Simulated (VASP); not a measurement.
# AlP (F-43m) in VASP: further runs

Runs on AlP. Level: LDA. Tasks: single point.

All numbers are computed with VASP 6.6.1; they aren't measurements. Logs are shortened: lines on timing, memory, paths and dates and some standing lists are left out, and cuts for length are marked.

**The experiment to reproduce.**

From a printed reference work, data compilation, for a bulk crystal of AlP at 4.2 K: band gap 2.505 eV (indirect).

The runs below are set against these values where they give the same quantity.

## (1) The cell of the first run

It takes space group F-43m (No. 216, cubic). The conventional cell has a = 5.313 Å, b = 5.313 Å, c = 5.313 Å, α = 90.00°, β = 90.00°, γ = 90.00°. Al (site symmetry -43m) has 4 P at 2.30 Å within 3.0 Å. P (site symmetry -43m) has 4 Al at 2.30 Å within 3.0 Å.

## (2) Single point, LDA

INCAR

```
SYSTEM = AlP
  PREC = Accurate
  ENCUT = 500
  EDIFF = 1E-6
  ISMEAR = 0
  SIGMA = 0.01
  LREAL = .False.
  LASPH = .True.
  NELM = 120
  ALGO = Normal
  ISIF = 2
  LWAVE = .False.
  LCHARG = .True.
  LELF = .True.
  LVHAR = .True.
  NBANDS = 11
  GGA_COMPAT = .False.
```

KPOINTS

```
regular mesh
0
Gamma
  8 8 8
  0 0 0
```

POSCAR

```
AlP
1.0
    2.6565642851      2.6565642851      0.0000000000
   -2.6565642851      2.6565642851      0.0000000000
    0.0000000000      2.6565642851      2.6565642851
Al P
1 1
Direct
    0.0000000000      0.0000000000      0.0000000000
    0.7500000000      0.2500000000      0.5000000000
```

Potentials or basis: VASP PAW LDA potentials, release 64 (Al, P).

Command:

```sh
$ cat potpaw_LDA.64/Al/POTCAR potpaw_LDA.64/P/POTCAR > POTCAR
$ mpirun -np 1 vasp_std > vasp.out
```

OUTCAR:

```text
SYSTEM = AlP
   PREC = Accurate
   ENCUT = 500
   EDIFF = 1E-6
   ISMEAR = 0
   LREAL = .False.
   LASPH = .True.
   NELM = 120
   ISIF = 2

 ion  position               nearest neighbor table
   1  0.000  0.000  0.000-   2 2.30   2 2.30   2 2.30   2 2.30
   2  0.750  0.250  0.500-   1 2.30   1 2.30   1 2.30   1 2.30

  LATTYP: Found a face centered cubic cell.
 ALAT       =     5.3131285702

  Lattice vectors:

 A1 = (   0.0000000000,   2.6565642851,   2.6565642851)
 A2 = (   2.6565642851,   0.0000000000,   2.6565642851)
 A3 = (   2.6565642851,   2.6565642851,   0.0000000000)

Analysis of symmetry for initial positions (statically):
=====================================================================
 Subroutine PRICEL returns:
 Original cell was already a primitive cell.

 Routine SETGRP: Setting up the symmetry group for a
 face centered cubic supercell.

 Subroutine GETGRP returns: Found 24 space group operations
 (whereof 24 operations were pure point group operations)
 out of a pool of 48 trial point group operations.

The static configuration has the point symmetry T_d .

Analysis of symmetry for dynamics (positions and initial velocities):
=====================================================================
 Subroutine PRICEL returns:
 Original cell was already a primitive cell.

 Routine SETGRP: Setting up the symmetry group for a
 face centered cubic supercell.

 Subroutine GETGRP returns: Found 24 space group operations
 (whereof 24 operations were pure point group operations)
 out of a pool of 48 trial point group operations.

The dynamic configuration has the point symmetry T_d .

 Subroutine INISYM returns: Found 24 space group operations
 (whereof 24 operations are pure point group operations),
 and found     1 'primitive' translations

----------------------------------------------------------------------------------------

                                     Primitive cell

  volume of cell :      37.4965

  direct lattice vectors                    reciprocal lattice vectors
     2.656564285  2.656564285  0.000000000     0.188213025  0.188213025 -0.188213025
    -2.656564285  2.656564285  0.000000000    -0.188213025  0.188213025 -0.188213025
     0.000000000  2.656564285  2.656564285     0.000000000  0.000000000  0.376426050

  length of vectors
     3.756949241  3.756949241  3.756949241     0.325994522  0.325994522  0.376426050

  position of ions in fractional coordinates (direct lattice)
     0.000000000  0.000000000  0.000000000
     0.750000000  0.250000000  0.500000000

  ion indices of the primitive-cell ions
   primitive index   ion index
                 1           1
                 2           2

----------------------------------------------------------------------------------------

 KPOINTS: regular mesh

Automatic generation of k-mesh.
 Grid dimensions read from file:
 generate k-points for:    8    8    8

 Generating k-lattice:

  Cartesian coordinates                     Fractional coordinates (reciprocal lattice)
     0.023526628  0.023526628 -0.023526628     0.125000000  0.000000000  0.000000000
    -0.023526628  0.023526628 -0.023526628     0.000000000  0.125000000  0.000000000
     0.000000000  0.000000000  0.047053256     0.000000000  0.000000000  0.125000000

  Length of vectors
     0.040749315  0.040749315  0.047053256

  Shift w.r.t. Gamma in fractional coordinates (k-lattice)
     0.000000000  0.000000000  0.000000000

 Subroutine IBZKPT returns following result:
 ===========================================

 Found     29 irreducible k-points:

 Following reciprocal coordinates:
            Coordinates               Weight
  0.000000  0.000000  0.000000      1.000000
  0.125000  0.000000  0.000000      8.000000
  0.250000  0.000000  0.000000      8.000000
  0.375000  0.000000  0.000000      8.000000
  0.500000  0.000000  0.000000      4.000000
  0.125000  0.125000  0.000000     12.000000
[... 16 lines left out ...]
  0.375000  0.250000  0.125000     48.000000
  0.500000  0.250000  0.125000     24.000000
 [... further k-points ...]
   k-points           NKPTS =     29   k-points in BZ     NKDIM =     29   number of bands    NBANDS=     11
   number of dos      NEDOS =    301   number of ions     NIONS =      2
   total plane-waves  NPLWV =  21952
   dimension x,y,z NGX =    28 NGY =   28 NGZ =   28
   dimension x,y,z NGXF=    56 NGYF=   56 NGZF=   56
   ions per type =               1   1
   NGX,Y,Z   is equivalent  to a cutoff of  12.39, 12.39, 12.39 a.u.
   NGXF,Y,Z  is equivalent  to a cutoff of  24.78, 24.78, 24.78 a.u.
 SYSTEM =  AlP
   PREC   = accura    normal or accurate (medium, high low for compatibility)
   ISTART =      0    job   : 0-new  1-cont  2-samecut
   ICHARG =      2    charge: 1-file 2-atom 10-const
   ISPIN  =      1    spin polarized calculation?
   LNONCOLLINEAR =      F non collinear calculations
   LSORBIT =      F    spin-orbit coupling
   LASPH  =      T    aspherical Exc in radial PAW
   ENCUT  =  500.0 eV  36.75 Ry    6.06 a.u.   6.85  6.85  6.85*2*pi/ulx,y,z
   NELM   =    120;   NELMIN=  2; NELMDL= -5     # of ELM steps
   EDIFF  = 0.1E-05   stopping-criterion for ELM
   LREAL  =      F    real-space projection
[... 7 lines left out ...]
   TEBEG  =    0.0;   TEEND  =   0.0 temperature during run
   PSTRESS=    0.0 pullay stress
   NELECT =       8.0000    total number of electrons
   NUPDOWN=      -1.0000    fix difference up-down
   EMIN   =  10.00;   EMAX   =-10.00  energy-range for DOS
   EFERMI =   0.00;   METHOD = LEGACY
   ISMEAR =     0;   SIGMA  =   0.01  broadening in eV -4-tet -1-fermi 0-gaus
   EFERMI_NEDOS =   21; number of points for ismear=-14 and -15
   IALGO  =     38    algorithm
   IMIX   =      4    mixing-type and parameters
     AMIX     =   0.40;   BMIX     =  1.00
     AMIX_MAG =   1.60;   BMIX_MAG =  1.00
  volume/ion in A,a.u.               =      18.75       126.52
  Fermi-wavevector in a.u.,A,eV,Ry     =   0.978230  1.848587 13.019888  0.956935
  Thomas-Fermi vector in A             =   2.108990
   LORBIT       =      0    0 simple, 1 ext, 2 COOP (PROOUT), +10 PAW based schemes
   GGA     = CA    functional components
   LHFCALC =     F    Hartree Fock is set to
   AEXX    =    0.0000 exact exchange contribution
   IVDW    =     0    specifies the selected vdW correction
   LEPSILON=     F    determine dielectric tensor
   LRPA    =     F    only Hartree local field effects (RPA)
 non-spin polarized calculation
 Gauss-broadening in eV      SIGMA  =   0.01
  energy-cutoff  :      500.00
  volume of cell :       37.50
 maximum number of plane-waves:       961
   NGX = 13   NGY = 13   NGZ = 13

 number of electron       8.0000000 magnetization

 Free energy of the ion-electron system (eV)
  ---------------------------------------------------
  ext. energy  EPLUGINS =         0.00000000
  ---------------------------------------------------
  free energy    TOTEN  =       -11.35705496 eV

  energy without entropy =      -11.35705496  energy(sigma->0) =      -11.35705496

 E-fermi :   5.3395     XC(G=0):  -9.7615

 val. band max:        5.2322196684   @ k =   0.0000   0.0000   0.0000
 cond. band min:       6.5060933689   @ k =   0.5000   0.5000   0.0000
 fundamental gap:      1.2738737005
 Fermi energy:         5.3395223105

 k-point     1 :       0.0000    0.0000    0.0000
  band No.  band energies     occupation
      1      -6.7614      2.00000
      2       5.2322      2.00000
      3       5.2322      2.00000
      4       5.2322      2.00000
      5       9.0604      0.00000
      6       9.8154      0.00000
      7       9.8154      0.00000
      8       9.8154      0.00000
      9      14.1335      0.00000
     10      14.1335      0.00000
     11      15.8186      0.00000

 k-point     2 :       0.1250    0.0000    0.0000
  band No.  band energies     occupation
      1      -6.5716      2.00000
      2       3.9557      2.00000
      3       5.0706      2.00000
      4       5.0706      2.00000
      5       9.2376      0.00000
      6      10.1222      0.00000
      7      10.1222      0.00000
      8      10.5988      0.00000
      9      13.5928      0.00000
     10      13.5928      0.00000
     11      16.3824      0.00000

 k-point     3 :       0.2500    0.0000    0.0000
  band No.  band energies     occupation
      1      -6.0328      2.00000
      2       1.8684      2.00000
      3       4.7545      2.00000
      4       4.7545      2.00000
      5       8.7415      0.00000
      6      10.4110      0.00000
      7      10.4110      0.00000
      8      12.5576      0.00000
      9      13.5892      0.00000
     10      13.5892      0.00000
     11      15.7254      0.00000

 k-point     4 :       0.3750    0.0000    0.0000
  band No.  band energies     occupation
      1      -5.2913      2.00000
      2       0.0745      2.00000
      3       4.5057      2.00000
      4       4.5057      2.00000
      5       8.3478      0.00000
      6      10.1480      0.00000
      7      10.1480      0.00000
      8      13.5357      0.00000
      9      15.1090      0.00000
     10      15.1090      0.00000
     11      16.2744      0.00000

 k-point     5 :       0.5000    0.0000    0.0000
  band No.  band energies     occupation
      1      -4.8537      2.00000
      2      -0.7275      2.00000
      3       4.4163      2.00000
      4       4.4163      2.00000
      5       8.2094      0.00000
      6       9.9780      0.00000
      7       9.9780      0.00000
      8      13.5209      0.00000
      9      16.9971      0.00000
     10      16.9971      0.00000
     11      17.5710      0.00000

 k-point     6 :       0.1250    0.1250    0.0000
  band No.  band energies     occupation
      1      -6.2640      2.00000
      2       2.9578      2.00000
      3       4.1091      2.00000
      4       5.0859      2.00000
      5       9.7988      0.00000
      6       9.9976      0.00000
      7      10.2779      0.00000
      8      11.4904      0.00000
      9      12.6022      0.00000
     10      14.2827      0.00000
     11      17.3327      0.00000

 k-point     7 :       0.2500    0.1250    0.0000
  band No.  band energies     occupation
      1      -5.6430      2.00000
      2       1.2544      2.00000
      3       3.4967      2.00000
      4       4.7584      2.00000
      5       9.3676      0.00000
      6      10.3564      0.00000
      7      10.5664      0.00000
      8      12.2730      0.00000
      9      12.8339      0.00000
     10      15.9541      0.00000
     11      16.9480      0.00000

 k-point     8 :       0.3750    0.1250    0.0000
  band No.  band energies     occupation
      1      -4.9364      2.00000
      2      -0.2117      2.00000
      3       3.3536      2.00000
      4       4.3684      2.00000
      5       8.9338      0.00000
      6      10.0046      0.00000
      7      10.5116      0.00000
      8      13.7268      0.00000
      9      14.6311      0.00000
     10      16.0955      0.00000
     11      17.8627      0.00000
[... 141 lines left out ...]
 k-point    19 :       0.5000    0.3750    0.0000
  band No.  band energies     occupation
      1      -4.2622      2.00000
      2      -0.0965      2.00000
      3       2.3756      2.00000
      4       3.1004      2.00000
      5       7.0349      0.00000
      6       8.4132      0.00000
      7      14.8353      0.00000
      8      14.9093      0.00000
      9      17.0711      0.00000
     10      17.4547      0.00000
     11      18.9745      0.00000

 k-point    20 :      -0.3750    0.3750    0.0000
  band No.  band energies     occupation
      1      -4.7527      2.00000
      2       0.5029      2.00000
      3       3.1690      2.00000
      4       3.1690      2.00000
      5       6.9411      0.00000
      6       7.9290      0.00000
      7      14.7388      0.00000
      8      14.7388      0.00000
      9      16.3847      0.00000
     10      16.9037      0.00000
     11      19.6692      0.00000

 k-point    21 :       0.5000    0.5000    0.0000
  band No.  band energies     occupation
      1      -4.0959      2.00000
      2      -0.4092      2.00000
      3       2.9405      2.00000
      4       2.9405      2.00000
      5       6.5061      0.00000
      6       7.5281      0.00000
      7      16.8158      0.00000
      8      16.8158      0.00000
      9      17.6237      0.00000
     10      17.6237      0.00000
     11      18.0109      0.00000

 k-point    22 :       0.2500    0.2500    0.1250
  band No.  band energies     occupation
      1      -5.5738      2.00000
      2       1.5783      2.00000
      3       3.1399      2.00000
      4       4.2386      2.00000
      5       9.0519      0.00000
      6      10.1723      0.00000
      7      10.7325      0.00000
      8      12.2296      0.00000
      9      13.8179      0.00000
     10      16.3714      0.00000
     11      18.5167      0.00000

 k-point    23 :       0.3750    0.2500    0.1250
  band No.  band energies     occupation
      1      -4.8882      2.00000
      2       0.3408      2.00000
      3       2.5438      2.00000
      4       3.8073      2.00000
      5       9.1437      0.00000
      6      10.0753      0.00000
      7      11.3936      0.00000
      8      12.5125      0.00000
      9      15.0019      0.00000
     10      16.9139      0.00000
     11      18.4015      0.00000

 k-point    24 :       0.5000    0.2500    0.1250
  band No.  band energies     occupation
      1      -4.4977      2.00000
      2      -0.3061      2.00000
      3       2.4132      2.00000
      4       3.5959      2.00000
      5       9.1350      0.00000
      6       9.7920      0.00000
      7      12.2891      0.00000
      8      13.1414      0.00000
      9      14.4930      0.00000
     10      16.9268      0.00000
     11      18.4622      0.00000

 [... further k-points ...]
[... 5 lines left out ...]
  --------------------------------------------------------------------------------------
  -------------------------------------------------------------------------------------
  Total        1.6510537      1.6510537      1.6510537      0.0000000     -0.0000000      0.0000000
  in kB       70.5473666     70.5473666     70.5473666      0.0000000     -0.0000000      0.0000000
  external PRESSURE =      70.5473666 kB  Pullay stress =       0.0000000 kB

 VOLUME and BASIS-vectors are now :
 -----------------------------------------------------------------------------
  energy-cutoff  :      500.00
  volume of cell :       37.50
      direct lattice vectors                 reciprocal lattice vectors
     2.656564285  2.656564285  0.000000000     0.188213025  0.188213025 -0.188213025
    -2.656564285  2.656564285  0.000000000    -0.188213025  0.188213025 -0.188213025
     0.000000000  2.656564285  2.656564285     0.000000000  0.000000000  0.376426050

 POSITION                                       TOTAL-FORCE (eV/Angst)
 -----------------------------------------------------------------------------------
      0.00000      0.00000      0.00000        -0.000000     -0.000000     -0.000000
      1.32828      3.98485      1.32828         0.000000      0.000000      0.000000
 -----------------------------------------------------------------------------------
    total drift:                                0.000000      0.000000      0.000000

  FREE ENERGIE OF THE ION-ELECTRON SYSTEM (eV)
  ---------------------------------------------------
  free  energy   TOTEN  =       -11.3570549635 eV

  energy  without entropy=      -11.3570549635  energy(sigma->0) =      -11.35705496
```

It took 16 s on 1 thread of AMD EPYC 7R43 (Zen 3), shared host; peak memory 0.1 GiB.

What came out:

| Property | Result |
| --- | --- |
| Free energy | -11.3571 eV |
| Pressure | 7.1 GPa |
| Band gap on the k mesh | 1.27 eV, indirect (least direct gap 3.57 eV) |

A k mesh can miss the band edges. As with any semilocal functional, this LDA gap is likely too small.

## (3) Single point, LDA

This run uses another cell than the first one, of 20.06 Å³/atom, 1.070 times its volume.

INCAR

```
  PREC = Accurate
  ENCUT = 500
  EDIFF = 1E-6
  ISMEAR = 0
  SIGMA = 0.01
  LREAL = F
  LASPH = T
  NELM = 120
  ALGO = Normal
  ISIF = 2
  LWAVE = F
  LCHARG = F
  NBANDS = 11
  GGA_COMPAT = F
```

KPOINTS

```
Automatic mesh
0
Gamma
  8 8 8
```

POSCAR

```
AlP
1.0
    2.7169267060      2.7169267060      0.0000000000
   -2.7169267060      2.7169267060      0.0000000000
    0.0000000000      2.7169267060      2.7169267060
Al P
1 1
Direct
    0.0000000000      0.0000000000      0.0000000000
    0.7500000000      0.2500000000      0.5000000000
```

Potentials or basis: VASP PAW LDA potentials, release 64 (Al, P).

Command:

```sh
$ cat potpaw_LDA.64/Al/POTCAR potpaw_LDA.64/P/POTCAR > POTCAR
$ mpirun -np 1 vasp_std > vasp.out
```

Run time: 18 s. Hardware: 1 thread of AMD EPYC 7R43 (Zen 3), shared host; peak memory 0.1 GiB.

Results (log left out):

- Free energy: -11.4122 eV
- Pressure: 0.1 GPa
- Band gap on the k mesh: 1.41 eV, indirect (least direct gap 3.24 eV)

Levels at points of the mesh, in eV from the valence-band top:
```csv
k point,band 2,band 3,band 4,band 5,band 6,band 7
"(0.00, 0.00, 0.00)",0.00,0.00,0.00,3.24,4.49,4.49
"(0.50, 0.00, 0.00)",-5.65,-0.78,-0.78,2.72,4.74,4.74
"(0.50, 0.50, 0.00)",-5.40,-2.15,-2.15,1.41,2.33,11.01
```

(Part 1 of 2 ends here.)
